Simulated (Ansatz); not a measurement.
**An elastic constant from a strain scan in Ni$_{3}$Ge**

These are results of DFT PBEsol, scalar-relativistic, plane waves, PAW in Ansatz 0.2.0, not measurements. Cutoff 420 eV, Γ-centred 14×14×14 k-points, Gaussian smearing of 0.15 eV. No spin polarisation. A magnetic state may lie lower. Energies are free energies at this smearing, counted from the undisturbed cell; pressure is positive in compression.

The undisturbed cell (relaxed at this level; it needn't be the usual structure):

```xyz
4
Lattice="3.5249 0.0000 0.0000 0.0000 3.5249 0.0000 0.0000 0.0000 3.5249" Properties=species:S:1:pos:R:3 pbc="T T T"
Ni    1.7625    0.0000    1.7625
Ni    0.0000    1.7625    1.7625
Ni    1.7625    1.7625    0.0000
Ge    0.0000    0.0000    0.0000
```

The cell is strained by ε times the Voigt pattern (1, 0, 0, 0, 0, 0) (xx, yy, zz, yz, xz, xy; engineering shear) with fractional coordinates fixed. The cell holds 4 atoms in V0 = 43.80 Å³. The stress column is τ = (1/V0) dE/dε, got from the stress tensor σ (compression positive) at each point as −det(1 + εP) σ : P(1 + εP)⁻¹, with P the pattern as a tensor.

```csv
ε,ΔE (meV/atom),τ (GPa)
-0.0400,18.751,-14.172
-0.0300,10.380,-10.366
-0.0200,4.545,-6.743
-0.0100,1.125,-3.298
0.0000,0.000,-0.025
0.0100,1.055,3.081
0.0200,4.178,6.023
0.0300,9.256,8.809
0.0350,12.495,10.145
0.0400,?,?
```

**Question.** Which combination of elastic constants does this scan measure, and how large is it?

**Answer.** For small ε, τ = τ0 + Kε with K = pᵀCp, which for this pattern is C11 in the cubic axes. The parabola through τ at ε = -0.0100, 0 and 0.0100 has slope K = 319 GPa at zero. The energies per cell, E = NΔE, of the same two points give K = 2[E(ε₊)/ε₊ − E(ε₋)/ε₋]/[(ε₊ − ε₋)V0] = 319 GPa, in agreement.

**Question.** Predict the withheld row at ε = 0.0400 from the harmonic law, and compare.

**Answer.** ΔE = V0(τ0 ε + Kε²/2)/N = 17.367 meV/atom and τ = 12.73 GPa. The calculation gives 16.186 meV/atom and 11.44 GPa: the energy lies 7 % below the harmonic value, as bonds soften when stretched.

In a metal these slopes depend on the k mesh and the smearing.

Cost: 10 runs of about 4.4 core-minutes in all, on Oxide Virtual Turin-like Processor (Zen 5) (shared hosts).